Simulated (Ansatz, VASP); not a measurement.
**One calculation of GaSb, two programs**

```xyz
2
Lattice="0.0000 3.0590 3.0590 3.0590 0.0000 3.0590 3.0590 3.0590 0.0000" Properties=species:S:1:pos:R:3 pbc="T T T"
Ga    0.0000    0.0000    0.0000
Sb    1.5295    1.5295    1.5295
```

Alike in both runs: task single point; functional PBE; k mesh 10 × 10 × 10; occupations gaussian, width 0.05 eV; no spin polarisation.

|  | VASP | Ansatz |
| --- | --- | --- |
| version | VASP 6.6.1 | Ansatz 0.2.0 |
| potentials or method | VASP PAW PBE potentials, release 64 (Ga_d, Sb) | scalar-relativistic, plane waves, PAW |
| plane-wave cutoff (eV) | 520 | 500 |
| valence electrons in the cell | 18 | 28 |

VASP gave:

| Item | Value |
| --- | --- |
| gap on the k mesh at the Fermi level (eV) | 0.04 |
| pressure (GPa) | 2.4 |

What did Ansatz give for the same quantities?

gap on the k mesh at the Fermi level (eV): 0.03; pressure (GPa): 2.3.

The two sets of potentials don't hold the same shells in valence.

Caveats: spin-orbit coupling is left out, which moves the levels of the heavy elements.
